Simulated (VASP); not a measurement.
# Al (Fm-3m) in VASP: further runs, part 2 of 2

VASP 6.6.1. Earlier steps stand in the parts before.

### 3 Single point, LDA (grid = ENCUT=400 dk=0.35 cell=2x2x2 ISMEAR=1 SIGMA=0.1 LREAL=Auto EDIFF=1e-06)

The input, INCAR:

```
SYSTEM = Al7Cu
  PREC = Accurate
  ENCUT = 400
  EDIFF = 1E-6
  ISMEAR = 1
  SIGMA = 0.1
  LREAL = Auto
  LASPH = .TRUE.
  NELM = 120
  ALGO = Fast
  ISIF = 2
  LWAVE = .FALSE.
  LCHARG = .FALSE.
  GGA = CA
  NBANDS = 24
```

The input, KPOINTS:

```
Automatic mesh
0
G
  4 4 4
  0 0 0
```

The input, POSCAR:

```
Al7Cu
1.0
    0.0000000000      4.0496100000      4.0496100000
    4.0496100000      0.0000000000      4.0496100000
    4.0496100000      4.0496100000      0.0000000000
Cu Al
1 7
Direct
    0.0000000000      0.0000000000      0.0000000000
    0.0000000000      0.0000000000      0.5000000000
    0.0000000000      0.5000000000      0.0000000000
    0.0000000000      0.5000000000      0.5000000000
    0.5000000000      0.0000000000      0.0000000000
    0.5000000000      0.0000000000      0.5000000000
    0.5000000000      0.5000000000      0.0000000000
    0.5000000000      0.5000000000      0.5000000000
```

Potentials or basis: VASP PAW LDA potentials, release 64 (Cu, Al).

Started as:

```console
$ cat potpaw_LDA.64/Cu/POTCAR potpaw_LDA.64/Al/POTCAR > POTCAR
$ mpirun -np 1 vasp_std > vasp.out
```

OUTCAR:

```text
SYSTEM = Al7Cu
   PREC = Accurate
   ENCUT = 400
   EDIFF = 1E-6
   ISMEAR = 1
   LREAL = Auto
   LASPH = .TRUE.
   NELM = 120
   ISIF = 2
   GGA = CA

 Found      8 irreducible k-points:

 Following reciprocal coordinates:
            Coordinates               Weight
  0.000000  0.000000  0.000000      1.000000
  0.250000  0.000000  0.000000      8.000000
  0.500000  0.000000  0.000000      4.000000
  0.250000  0.250000  0.000000      6.000000
  0.500000  0.250000  0.000000     24.000000
 -0.250000  0.250000  0.000000     12.000000
   k-points           NKPTS =      8   k-points in BZ     NKDIM =      8   number of bands    NBANDS=     24
   number of dos      NEDOS =    301   number of ions     NIONS =      8
   total plane-waves  NPLWV =  64000
   dimension x,y,z NGX =    40 NGY =   40 NGZ =   40
   dimension x,y,z NGXF=    80 NGYF=   80 NGZF=   80
   ions per type =               1   7
   NGX,Y,Z   is equivalent  to a cutoff of  11.61, 11.61, 11.61 a.u.
   NGXF,Y,Z  is equivalent  to a cutoff of  23.22, 23.22, 23.22 a.u.
 SYSTEM =  Al7Cu
   PREC   = accura    normal or accurate (medium, high low for compatibility)
   ISTART =      0    job   : 0-new  1-cont  2-samecut
   ICHARG =      2    charge: 1-file 2-atom 10-const
   ISPIN  =      1    spin polarized calculation?
   LNONCOLLINEAR =      F non collinear calculations
   LSORBIT =      F    spin-orbit coupling
   LASPH  =      T    aspherical Exc in radial PAW
   ENCUT  =  400.0 eV  29.40 Ry    5.42 a.u.   9.34  9.34  9.34*2*pi/ulx,y,z
   NELM   =    120;   NELMIN=  2; NELMDL= -5     # of ELM steps
   EDIFF  = 0.1E-05   stopping-criterion for ELM
   LREAL  =      T    real-space projection
   EDIFFG = 0.1E-04   stopping-criterion for IOM
   NSW    =      0    number of steps for IOM
[... 5 lines left out ...]
   TEBEG  =    0.0;   TEEND  =   0.0 temperature during run
   PSTRESS=    0.0 pullay stress
   NELECT =      32.0000    total number of electrons
   NUPDOWN=      -1.0000    fix difference up-down
   EMIN   =  10.00;   EMAX   =-10.00  energy-range for DOS
   EFERMI =   0.00;   METHOD = LEGACY
   ISMEAR =     1;   SIGMA  =   0.10  broadening in eV -4-tet -1-fermi 0-gaus
   EFERMI_NEDOS =   21; number of points for ismear=-14 and -15
   IALGO  =     68    algorithm
   IMIX   =      4    mixing-type and parameters
     AMIX     =   0.40;   BMIX     =  1.00
     AMIX_MAG =   1.60;   BMIX_MAG =  1.00
  volume/ion in A,a.u.               =      16.60       112.04
  Fermi-wavevector in a.u.,A,eV,Ry     =   1.018673  1.925014 14.118704  1.037695
  Thomas-Fermi vector in A             =   2.152144
   LORBIT       =      0    0 simple, 1 ext, 2 COOP (PROOUT), +10 PAW based schemes
   GGA     = CA    functional components
   LHFCALC =     F    Hartree Fock is set to
   AEXX    =    0.0000 exact exchange contribution
   IVDW    =     0    specifies the selected vdW correction
   LEPSILON=     F    determine dielectric tensor
   LRPA    =     F    only Hartree local field effects (RPA)
 non-spin polarized calculation
 RMM-DIIS sequential band-by-band and
 Methfessel and Paxton  Order N= 1 SIGMA  =   0.10
  energy-cutoff  :      400.00
  volume of cell :      132.82
 maximum number of plane-waves:      2450
 NGX is ok and might be reduce to    40
   NGX = 19   NGY = 19   NGZ = 19

 number of electron      32.0000011 magnetization

 Free energy of the ion-electron system (eV)
  ---------------------------------------------------
  ext. energy  EPLUGINS =         0.00000000
  ---------------------------------------------------
  free energy    TOTEN  =       -33.53091161 eV

  energy without entropy =      -33.52995249  energy(sigma->0) =      -33.53059191

 E-fermi :   7.1175     XC(G=0): -10.4386

 val. band max:        7.1036598928   @ k =   0.5000   0.0000   0.0000
 cond. band min:       7.1190259982   @ k =   0.2500   0.2500   0.0000
 fundamental gap:      0.0153661054
 Fermi energy:         7.1175297877

 k-point     1 :       0.0000    0.0000    0.0000
  band No.  band energies     occupation
      1      -3.3923      2.00000
      2       2.5885      2.00000
      3       2.5885      2.00000
      4       2.5885      2.00000
      5       2.8584      2.00000
      6       3.2362      2.00000
[... 16 lines left out ...]
     23      13.0374      0.00000
     24      13.4616      0.00000

 k-point     2 :       0.2500    0.0000    0.0000
  band No.  band energies     occupation
      1      -2.9728      2.00000
      2       0.3187      2.00000
      3       2.2889      2.00000
      4       2.2889      2.00000
      5       2.4725      2.00000
      6       3.2361      2.00000
[... 16 lines left out ...]
     23      10.1585      0.00000
     24      13.3935      0.00000

 k-point     3 :       0.5000    0.0000    0.0000
  band No.  band energies     occupation
      1      -1.8580      2.00000
      2      -1.5714      2.00000
      3       2.2011      2.00000
      4       2.2011      2.00000
      5       2.4211      2.00000
      6       2.8478      2.00000
[... 16 lines left out ...]
     23      11.2539      0.00000
     24      11.7040      0.00000

 k-point     4 :       0.2500    0.2500    0.0000
  band No.  band energies     occupation
      1      -2.8331      2.00000
      2       1.2149      2.00000
      3       1.3110      2.00000
      4       1.5295      2.00000
      5       1.5295      2.00000
      6       2.2269      2.00000
[... 16 lines left out ...]
     23      10.8765      0.00000
     24      11.1804      0.00000

 k-point     5 :       0.5000    0.2500    0.0000
  band No.  band energies     occupation
      1      -1.8739      2.00000
      2      -0.7549      2.00000
      3       0.3233      2.00000
      4       1.4115      2.00000
      5       1.5046      2.00000
      6       3.3080      2.00000
[... 16 lines left out ...]
     23      11.1255      0.00000
     24      11.2602      0.00000

 k-point     6 :      -0.2500    0.2500    0.0000
  band No.  band energies     occupation
      1      -2.2814      2.00000
      2      -0.1968      2.00000
      3       0.0597      2.00000
      4       2.0035      2.00000
      5       2.1571      2.00000
      6       3.2608      2.00000
[... 16 lines left out ...]
     23      11.2474      0.00000
     24      11.5457      0.00000

 [... further k-points ...]

------------------------ aborting loop because EDIFF is reached ----------------------------------------

  FORCE on cell =-STRESS in cart. coord.  units (eV):
  Direction    XX          YY          ZZ          XY          YZ          ZX
  --------------------------------------------------------------------------------------
  -------------------------------------------------------------------------------------
  Total       -6.4046112     -6.4046112     -6.4046112      0.0000000      0.0000000      0.0000000
  in kB      -77.2562739    -77.2562739    -77.2562739      0.0000000      0.0000000      0.0000000
  external PRESSURE =     -77.2562739 kB  Pullay stress =       0.0000000 kB

 VOLUME and BASIS-vectors are now :
 -----------------------------------------------------------------------------
  energy-cutoff  :      400.00
  volume of cell :      132.82
      direct lattice vectors                 reciprocal lattice vectors
     0.000000000  4.049610000  4.049610000    -0.123468680  0.123468680  0.123468680
     4.049610000  0.000000000  4.049610000     0.123468680 -0.123468680  0.123468680
     4.049610000  4.049610000  0.000000000     0.123468680  0.123468680 -0.123468680

 POSITION                                       TOTAL-FORCE (eV/Angst)
 -----------------------------------------------------------------------------------
      0.00000      0.00000      0.00000        -0.000000     -0.000000      0.000000
      2.02481      2.02481      0.00000        -0.000000      0.000000      0.000000
      2.02481      0.00000      2.02481        -0.000000     -0.000000     -0.000000
      4.04961      2.02481      2.02481         0.000000     -0.000000      0.000000
      0.00000      2.02481      2.02481         0.000000     -0.000000      0.000000
      2.02481      4.04961      2.02481         0.000000     -0.000000     -0.000000
      2.02481      2.02481      4.04961        -0.000000     -0.000000      0.000000
      4.04961      4.04961      4.04961        -0.000000     -0.000000     -0.000000
 -----------------------------------------------------------------------------------
    total drift:                                0.000000     -0.000000     -0.000000

  FREE ENERGIE OF THE ION-ELECTRON SYSTEM (eV)
  ---------------------------------------------------
  free  energy   TOTEN  =       -33.5309116126 eV

  energy  without entropy=      -33.5299524910  energy(sigma->0) =      -33.53059191
```

Wall time 19 s (1 thread of Intel Xeon 6975P-C (Granite Rapids), shared host); peak memory 0.19 GiB.

The run converged, but some of its settings lie outside the range that counts as converged, so its numbers aren't taken as properties of the crystal.

What came out:

```yaml
Free_energy: -33.5309 eV
Pressure: -7.7 GPa
Band_gap_on_the_k_mesh: none (metal or under the smearing width)
```

### 4 The reference run

An earlier run on the cell as given: functional PBE; potentials or basis VASP PAW PBE potentials, release 64 (Al); cutoff 520 eV; k mesh 11 × 11 × 11; occupations fermi-dirac, width 0.05 eV; no spin polarisation.

* Pressure: -0.5 GPa
* Band gap on the k mesh: none (metal or under the smearing width)
